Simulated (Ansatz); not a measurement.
# TaC: the cost of one run

Method: DFT LDA, scalar-relativistic, plane waves, PAW, in Ansatz 0.2.0.

2 further runs of the same task are left out: 2 set aside as unsound or not needed.

## Step 1: Starting point

It takes space group Fm-3m (No. 225, cubic). Conventional cell: a = 4.414 Å, b = 4.414 Å, c = 4.414 Å, α = 90.00°, β = 90.00°, γ = 90.00°. Ta (site symmetry m-3m) has 6 C at 2.21 Å as nearest neighbours. C (site symmetry m-3m) is surrounded by 6 Ta at 2.21 Å.

Coordinates:

```
Ta C
1.0
     0.00000    2.20722    2.20722
     2.20722    0.00000    2.20722
     2.20722    2.20722    0.00000
Ta C
1 1
Direct
  0.00000 0.00000 0.00000
  0.50000 0.50000 0.50000
```

This cell was relaxed beforehand with the same method: volume 10.75 Å³/atom, gap on the mesh none (metal).

## Step 2: The cell under 5 GPa

At a set pressure the run lowers the enthalpy E + PV, so the energy alone may rise along the way.

Input file input.yaml:

```yaml
crystal:
  lattice:
    - [0.0, 2.207223314, 2.207223314]
    - [2.207223314, 0.0, 2.207223314]
    - [2.207223314, 2.207223314, 0.0]
  atoms:
    - { symbol: Ta, position: [0.0, 0.0, 0.0] }
    - { symbol: C, position: [0.5, 0.5, 0.5] }
basis:
  ecutwfc: 420
kpoints:
  mp_grid: { grid: [16, 16, 16] }
hamiltonian:
  xc: lda
scf:
  occupations: { method: fermi_dirac, width: 0.15 }
output:
  forces: true
  stress: true
  eigenvalues: true
relax:
  adjacent_minimum: "off"
  f_tol: 0.001
  max_steps: 60
  cell: { stress_tol: 0.02, p_target: 5.0 }
```

Launch:

```
> ansatz run input.yaml --threads 1 --pin off --max-ram 3072MiB --backend cpu --events-out ev --progress --plain --runs-dir out
```

What time and memory should one allow on 1 thread of Intel Xeon Platinum 8488C (Sapphire Rapids), shared host?

About 15 s, with a peak of 0.4 GiB.
